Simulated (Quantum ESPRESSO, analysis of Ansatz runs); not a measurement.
**Migration in Li2O (Fm-3m): V_Li hop (2.3 Å), charge −1 (Quantum ESPRESSO)**

How high is the barrier when Li changes place in Li2O (Fm-3m)? The case: V_Li hop (2.3 Å), charge −1, in a cell of 81 host atoms with 1 Li taken out.

Main program and level: Quantum ESPRESSO 7.5; Quantum ESPRESSO plane-wave DFT, PBEsol, GBRV 1.5 PBEsol potentials; nudged elastic band between two relaxed defect structures at fixed charge in a uniform background.

## 1. Set-up

The cell holds 80 atoms: 53 Li and 27 O. Its edges and angles: a = 9.719 Å, b = 9.719 Å, c = 9.719 Å, α = 60.0°, β = 60.0°, γ = 60.0°. It derives from Li2O (space group Fm-3m). Nearest the centre at fractional (0.167, 0.667, 0.667): Li25 at 1.14 Å, O53 at 1.63 Å, O26 at 1.64 Å, Li75 at 2.54 Å, Li15 at 2.55 Å, Li16 at 2.57 Å, Li21 at 2.57 Å, Li43 at 2.58 Å. The cell carries charge −1.

The cell's shortest repeat is 9.7 Å.

## 2. Relaxation of the start point, charge −1

The ends come first: from an unrelaxed start the top is counted from too high an energy, and the barrier comes out too low. Small random displacements break the symmetry of the ideal sites, so that the defect can distort if it gains by it. The charge of −1 is set by the electron count, and a uniform background keeps the cell neutral.

Contents of pw.in:

```
&CONTROL
  calculation = 'relax'
  prefix = 'pwscf'
  outdir = './tmp'
  pseudo_dir = './pseudo'
  tprnfor = .true.
  disk_io = 'low'
  nstep = 70
  forc_conv_thr = 0.00078
  etot_conv_thr = 0.0001
/
&SYSTEM
  ibrav = 0
  nat = 80
  ntyp = 2
  ecutwfc = 40
  ecutrho = 324
  nbnd = 165
  occupations = 'fixed'
  tot_charge = -1
  nosym = .true.
/
&ELECTRONS
  conv_thr = 8d-08
  electron_maxstep = 100
  mixing_beta = 0.5
/
&IONS
  ion_dynamics = 'bfgs'
/
ATOMIC_SPECIES
Li     6.9400 li_pbesol_v1.4.uspp.F.UPF
O     15.9990 o_pbesol_v1.2.uspp.F.UPF
CELL_PARAMETERS angstrom
   0.0000000000    6.8726061839    6.8726061839
   6.8726061839    0.0000000000    6.8726061839
   6.8726061839    6.8726061839    0.0000000000
ATOMIC_POSITIONS crystal
Li     0.2501258389    0.2469228479    0.2530903956
Li     0.0824720575    0.0811208571    0.0827852912
O      0.0012033370   -0.0027068693    0.0028905886
Li     0.2536920195    0.2481040959    0.5821065558
Li     0.0808519635    0.0856784112    0.4148127415
O     -0.0034471597    0.0021837314    0.3330692600
Li     0.2490882108    0.2481813732    0.9156666855
Li     0.0820723118    0.0854932492    0.7470610577
O     -0.0024690529   -0.0018757396    0.6688130125
Li     0.2523835624    0.5818448119    0.2472333229
Li     0.0834191739    0.4143064490    0.0821370483
O      0.0014866525    0.3295862364    0.0014830063
Li     0.0840195742    0.4135773232    0.4196220949
O      0.0036809049    0.3312945085    0.3324963595
Li     0.2531705924    0.5834020219    0.9136775839
Li     0.0864412759    0.4138524398    0.7490068931
O      0.0033246468    0.3314976026    0.6672494182
Li     0.2530302966    0.9155250980    0.2472137530
Li     0.0858027851    0.7471225343    0.0850528189
O      0.0001210677    0.6648345130    0.0035219298
Li     0.2477440764    0.9199875741    0.5817122926
Li     0.0840061693    0.7486858783    0.4141003266
O     -0.0011948132    0.6649250524    0.3370689781
Li     0.2494633586    0.9133214223    0.9184636876
Li     0.0859704745    0.7514480523    0.7470466845
O     -0.0035674599    0.6683356481    0.6685487000
Li     0.5851665328    0.2470006339    0.2523177013
Li     0.4190977719    0.0798056596    0.0841036575
O      0.3315426393    0.0017462444   -0.0025073647
Li     0.5868403553    0.2485173710    0.5834409837
Li     0.4176926312    0.0803298327    0.4195296873
O      0.3324731416    0.0029769375    0.3341739333
Li     0.5832820137    0.2466289751    0.9174207797
Li     0.4174740778    0.0807769989    0.7486008671
O      0.3344694016   -0.0026491330    0.6696142433
Li     0.5868473998    0.5824395524    0.2475776221
Li     0.4186172351    0.4187883922    0.0801889527
O      0.3302606154    0.3361080269   -0.0008178538
Li     0.5816663055    0.5860442028    0.5807642203
Li     0.4200347674    0.4139404461    0.4165357309
O      0.3304718591    0.3353451894    0.3319611917
Li     0.5844875261    0.5828605502    0.9133877017
Li     0.4175979994    0.4130891302    0.7503516998
O      0.3320278570    0.3371094111    0.6652906153
Li     0.5828729774    0.9198742834    0.2470803851
Li     0.4140198460    0.7518328589    0.0857846100
O      0.3337517940    0.6694936211   -0.0032992291
Li     0.5826495305    0.9137532046    0.5837850092
Li     0.4173626289    0.7521941859    0.4130330661
O      0.3358619830    0.6641974756    0.3351149361
Li     0.5828911129    0.9145350776    0.9156080320
Li     0.4135633410    0.7503784250    0.7496938864
O      0.3354460109    0.6676939943    0.6630223010
Li     0.9165898879    0.2512143627    0.2465220012
Li     0.7467063088    0.0861795670    0.0835069005
O      0.6662388312    0.0020237525   -0.0033962749
Li     0.9147688229    0.2475543275    0.5856436510
Li     0.7465523660    0.0859143278    0.4168437204
O      0.6679311029    0.0014865759    0.3295638924
Li     0.9195160063    0.2468989450    0.9159901433
Li     0.7513337276    0.0849834795    0.7462607284
O      0.6677799913   -0.0008267280    0.6636001382
Li     0.9164913807    0.5846914446    0.2522791152
Li     0.7501617982    0.4188480271    0.0797612456
O      0.6655620433    0.3365557970    0.0005546939
Li     0.9181120344    0.5846306364    0.5843621421
Li     0.7507845473    0.4131804218    0.4191654673
O      0.6675012799    0.3353816523    0.3341286898
Li     0.9154006027    0.5827161346    0.9203739261
Li     0.7515252807    0.4130640580    0.7501465674
O      0.6657306112    0.3303821727    0.6695884914
Li     0.9191441963    0.9142802576    0.2480547902
Li     0.7485961095    0.7472104984    0.0849250082
O      0.6671199470    0.6638651047   -0.0008560271
Li     0.9193149692    0.9138625973    0.5819679312
Li     0.7464303310    0.7512822428    0.4167975256
O      0.6671643221    0.6668008692    0.3299686918
Li     0.9201566839    0.9147803235    0.9148573096
Li     0.7478869793    0.7535961202    0.7497865886
O      0.6646017070    0.6643749643    0.6686894688
K_POINTS gamma
```

Launch:

```bash
$ OMP_NUM_THREADS=1 mpirun -n 8 pw.x -in pw.in > pw.out
```

What it wrote:

```text
[shortened: banners, details of potentials and solvers, and blank lines are left out]
     gamma-point specific algorithms are used
     one sub-group per band group will be used
     scalapack distributed-memory algorithm (size of sub-group:  2*  2 procs)
     bravais-lattice index     =            0
     lattice parameter (alat)  =      18.3669  a.u.
     unit-cell volume          =    4381.1787 (a.u.)^3
     number of atoms/cell      =           80
     number of atomic types    =            2
     number of electrons       =       322.00
     number of Kohn-Sham states=          165
     kinetic-energy cutoff     =      40.0000  Ry
     charge density cutoff     =     324.0000  Ry
     scf convergence threshold =      8.0E-08
     mixing beta               =       0.5000
     number of iterations used =            8  plain     mixing
     energy convergence thresh.=      1.0E-04
     force convergence thresh. =      7.8E-04
     Exchange-correlation= SLA  PW   PSX  PSC
     nstep                     =           70
     crystal axes: (cart. coord. in units of alat)
               a(1) = (   0.000000   0.707107   0.707107 )
               a(2) = (   0.707107   0.000000   0.707107 )
               a(3) = (   0.707107   0.707107   0.000000 )
     PseudoPot. # 1 for Li read from file:
     li_pbesol_v1.4.uspp.F.UPF
     Pseudo is Ultrasoft, Zval =  3.0
     PseudoPot. # 2 for O  read from file:
     o_pbesol_v1.2.uspp.F.UPF
     Pseudo is Ultrasoft + core correction, Zval =  6.0
[...]
atomic species   valence    mass     pseudopotential
     Li                3.00     6.94000     Li( 1.00)
     O                 6.00    15.99900     O ( 1.00)
     No symmetry found
     site n.     atom                  positions (alat units)
         1        Li     tau(   1) = (   0.3535628   0.3558276   0.3514665  )
         2        Li     tau(   2) = (   0.1158991   0.1168546   0.1156777  )
         3        O      tau(   3) = (   0.0001299   0.0028948  -0.0010632  )
         4        Li     tau(   4) = (   0.5870476   0.5909988   0.3548234  )
         5        Li     tau(   5) = (   0.3539007   0.3504879   0.1177548  )
         6        O      tau(   6) = (   0.2370597   0.2330780  -0.0008934  )
         7        Li     tau(   7) = (   0.8229649   0.8236061   0.3516227  )
         8        Li     tau(   8) = (   0.5887048   0.5862858   0.1184867  )
[...]
number of k points=     1
                       cart. coord. in units 2pi/alat
        k(    1) = (   0.0000000   0.0000000   0.0000000), wk =   2.0000000
     Dense  grid:   215632 G-vectors     FFT dimensions: ( 108, 108, 108)
     Smooth grid:    74755 G-vectors     FFT dimensions: (  75,  75,  75)
     starting charge     297.1071, renormalised to     322.0000
     Self-consistent Calculation
     iteration #  1     ecut=    40.00 Ry     beta= 0.50
     total energy              =   -1638.48871329 Ry
     estimated scf accuracy    <       2.60038347 Ry
     iteration #  2     ecut=    40.00 Ry     beta= 0.50
     total energy              =   -1638.21892680 Ry
     estimated scf accuracy    <       0.53573414 Ry
     iteration #  3     ecut=    40.00 Ry     beta= 0.50
     total energy              =   -1638.29576022 Ry
     estimated scf accuracy    <       0.00224910 Ry
[...]
estimated scf accuracy    <       0.00000621 Ry
     iteration # 10     ecut=    40.00 Ry     beta= 0.50
     total energy              =   -1638.30349040 Ry
     estimated scf accuracy    <       0.00000090 Ry
[... 99 further cycles ...]
     iteration #  7     ecut=    40.00 Ry     beta= 0.50
     total energy              =   -1638.41733781 Ry
     estimated scf accuracy    <          2.3E-09 Ry
     iteration #  8     ecut=    40.00 Ry     beta= 0.50
     End of self-consistent calculation
          k = 0.0000 0.0000 0.0000 (  9382 PWs)   bands (ev):
   -39.5565 -39.4987 -39.4972 -39.4968 -39.4752 -39.4747 -39.4743 -39.4651
   -39.4648 -39.4345 -39.4263 -39.4256 -39.4238 -39.4150 -39.3836 -39.3835
   -39.3821 -39.3658 -39.3651 -39.3645 -39.3464 -39.3456 -39.3399 -39.3259
   -39.3180 -39.3168 -39.3165 -39.3155 -39.3154 -39.3152 -39.2688 -39.2674
   -39.2667 -39.2665 -39.2642 -39.2474 -39.2276 -39.2261 -39.2233 -39.2227
   -39.2140 -39.2135 -39.2129 -39.1808 -39.1807 -39.1728 -39.1709 -39.1700
   -39.1544 -39.0670 -39.0660 -39.0657 -39.0463 -12.5924 -12.4660 -12.4539
   -12.4533 -12.4525 -12.4312 -12.4133 -12.4124 -12.4038 -12.4029 -12.4023
[...]
highest occupied, lowest unoccupied level (ev):     2.7956    8.0526
!    total energy              =   -1638.41733781 Ry
     estimated scf accuracy    <          1.4E-10 Ry
     The total energy is the sum of the following terms:
     one-electron contribution =    -670.00279025 Ry
     hartree contribution      =     408.43152021 Ry
     xc contribution           =    -377.35348483 Ry
     ewald contribution        =    -999.49258294 Ry
     convergence has been achieved in   8 iterations
     Forces acting on atoms (cartesian axes, Ry/au):
     atom    1 type  1   force =     0.00028201   -0.00042866   -0.00058483
     atom    2 type  1   force =     0.00025313   -0.00025068   -0.00004505
     atom    3 type  2   force =     0.00006457   -0.00013508   -0.00000797
     atom    4 type  1   force =    -0.00061290   -0.00023108   -0.00047581
     atom    5 type  1   force =    -0.00019873    0.00048250   -0.00032993
     atom    6 type  2   force =    -0.00028735    0.00077271   -0.00002390
     atom    7 type  1   force =    -0.00004696    0.00065931   -0.00049300
     atom    8 type  1   force =     0.00030505   -0.00044910   -0.00012705
[...]
Total force =     0.005533     Total SCF correction =     0.000012
     Energy error            =      8.2E-05 Ry
     Gradient error          =      1.0E-03 Ry/Bohr
     number of scf cycles    =  14
     number of bfgs steps    =  13
     energy             old  =   -1638.4172554119 Ry
     energy             new  =   -1638.4173378136 Ry
     CASE: energy            _new < energy            _old
     new trust radius        =       0.0049476074 bohr
     new conv_thr            =       0.0000000008 Ry
ATOMIC_POSITIONS (crystal)
Li               0.2483200453        0.2503270951        0.2503977052
Li               0.0828476393        0.0832155435        0.0835881677
O                0.0016315622       -0.0011027120       -0.0007537014
Li               0.2522414635        0.2469394092        0.5849575170
Li               0.0841166633        0.0810680278        0.4166360782
O                0.0008422155        0.0000278429        0.3336599666
Li               0.2520185134        0.2469262956        0.9150293017
Li               0.0832155916        0.0831659367        0.7491819954
[...]
Self-consistent Calculation
     iteration #  1     ecut=    40.00 Ry     beta= 0.50
     total energy              =   -1638.41738516 Ry
     estimated scf accuracy    <       0.00003007 Ry
     iteration #  2     ecut=    40.00 Ry     beta= 0.50
     total energy              =   -1638.41739175 Ry
     estimated scf accuracy    <       0.00000217 Ry
     iteration #  3     ecut=    40.00 Ry     beta= 0.50
     total energy              =   -1638.41739222 Ry
     estimated scf accuracy    <       0.00000013 Ry
[...]
estimated scf accuracy    <          5.4E-09 Ry
     iteration #  6     ecut=    40.00 Ry     beta= 0.50
     total energy              =   -1638.41739228 Ry
     estimated scf accuracy    <          1.8E-09 Ry
     iteration #  7     ecut=    40.00 Ry     beta= 0.50
     total energy              =   -1638.41739228 Ry
     estimated scf accuracy    <          9.9E-10 Ry
     iteration #  8     ecut=    40.00 Ry     beta= 0.50
     End of self-consistent calculation
          k = 0.0000 0.0000 0.0000 (  9382 PWs)   bands (ev):
   -39.5579 -39.5002 -39.4991 -39.4985 -39.4759 -39.4756 -39.4750 -39.4651
   -39.4647 -39.4403 -39.4259 -39.4249 -39.4237 -39.4190 -39.3885 -39.3876
   -39.3874 -39.3699 -39.3694 -39.3678 -39.3483 -39.3476 -39.3369 -39.3251
   -39.3184 -39.3176 -39.3174 -39.3153 -39.3145 -39.3138 -39.2663 -39.2658
   -39.2653 -39.2625 -39.2617 -39.2457 -39.2284 -39.2200 -39.2185 -39.2177
   -39.2104 -39.2102 -39.2098 -39.1764 -39.1761 -39.1685 -39.1679 -39.1669
   -39.1531 -39.0723 -39.0708 -39.0694 -39.0506 -12.5934 -12.4702 -12.4549
   -12.4546 -12.4545 -12.4325 -12.4148 -12.4143 -12.4036 -12.4034 -12.4024
[...]
highest occupied, lowest unoccupied level (ev):     2.7963    8.0527
!    total energy              =   -1638.41739228 Ry
     estimated scf accuracy    <          1.7E-11 Ry
     The total energy is the sum of the following terms:
     one-electron contribution =    -669.99448114 Ry
     hartree contribution      =     408.42705448 Ry
     xc contribution           =    -377.35340658 Ry
     ewald contribution        =    -999.49655904 Ry
     convergence has been achieved in   8 iterations
     Forces acting on atoms (cartesian axes, Ry/au):
     atom    1 type  1   force =     0.00005219   -0.00021871   -0.00035400
     atom    2 type  1   force =     0.00020089   -0.00004892    0.00005922
     atom    3 type  2   force =     0.00002614   -0.00006326    0.00005134
     atom    4 type  1   force =    -0.00041394   -0.00014952   -0.00024151
     atom    5 type  1   force =    -0.00022339    0.00058873   -0.00036647
     atom    6 type  2   force =    -0.00012236    0.00044294   -0.00002849
     atom    7 type  1   force =    -0.00001001    0.00046972   -0.00031375
     atom    8 type  1   force =     0.00019372   -0.00040194   -0.00010630
[...]
Total force =     0.003915     Total SCF correction =     0.000008
     Energy error            =      5.4E-05 Ry
     Gradient error          =      7.3E-04 Ry/Bohr
     bfgs converged in  15 scf cycles and  14 bfgs steps
     (criteria: energy <  1.0E-04 Ry, force <  7.8E-04 Ry/Bohr)
     End of BFGS Geometry Optimization
     Final energy             =   -1638.4173922808 Ry
Begin final coordinates
ATOMIC_POSITIONS (crystal)
Li               0.2483200453        0.2503270951        0.2503977052
Li               0.0828476393        0.0832155435        0.0835881677
O                0.0016315622       -0.0011027120       -0.0007537014
Li               0.2522414635        0.2469394092        0.5849575170
Li               0.0841166633        0.0810680278        0.4166360782
O                0.0008422155        0.0000278429        0.3336599666
Li               0.2520185134        0.2469262956        0.9150293017
Li               0.0832155916        0.0831659367        0.7491819954
[...]
End final coordinates
   JOB DONE.
```

The job ended after 2.2 min (8 MPI ranks of Intel Xeon 6975P-C (Granite Rapids), shared host; peak memory 1.4 GiB).

Relaxation path:

| step | energy less that of the first step (eV) |
| --- | --- |
| 0 | 0.0000 |
| 1 | -0.4965 |
| 2 | -0.8935 |
| 3 | -1.2357 |
| 4 | -1.3324 |
| 5 | -1.3997 |
| 6 | -1.4702 |
| 7 | -1.5102 |
| 8 | -1.5235 |
| 9 | -1.5364 |
| 10 | -1.5429 |
| 11 | -1.5464 |
| 12 | -1.5479 |
| 13 | -1.5490 |
| 14 | -1.5497 |

The atoms that moved most (Å):

| atom | dx | dy | dz | length |
| --- | --- | --- | --- | --- |
| Li40 | 0.253 | -0.019 | -0.003 | 0.254 |
| Li49 | 0.004 | 0.019 | -0.253 | 0.254 |
| Li22 | 0.019 | 0.249 | 0.001 | 0.250 |
| Li43 | 0.016 | -0.248 | 0.016 | 0.249 |
| Li16 | 0.021 | -0.015 | 0.233 | 0.234 |
| Li25 | -0.233 | -0.001 | -0.028 | 0.234 |
| O44 | -0.093 | 0.089 | -0.090 | 0.157 |
| O50 | -0.071 | -0.101 | 0.069 | 0.142 |

Neighbours of Li25 at the end:

| atom | distance (Å) |
| --- | --- |
| O26 | 1.912 |
| O53 | 1.912 |
| O9 | 2.129 |
| O20 | 2.135 |
| Li21 | 2.307 |
| Li75 | 2.307 |
| Li69 | 2.308 |
| Li15 | 2.309 |

Read from the output:

- highest filled level: 2.796 eV
- lowest empty level: 8.053 eV
- r.m.s. move of the farther half of the atoms: 0.03105 Å
- largest move from the ideal geometry of this structure, a common shift of the far atoms taken out: 0.2447 Å

The relaxation gained 1.550 eV and ended with a largest force component of 0.019 eV/Å.

(Continued in part 2 of 3.)

[Long decimals in the printed logs are rounded to 6 places.]

[Repeated set-up lines and some long k-point lines are left out of the logs, and relaxed atomic positions are cut to six decimals.]

[Logs are printed without paths, hosts, clocks, repeated set-up lines and the standing remarks that a program may print on its own settings, such as how far it seeks lower states.]

[Hosts, paths, dates, database ids (printed as entryN), source tags and the programs' standing remarks are cut or masked in the printed files.]
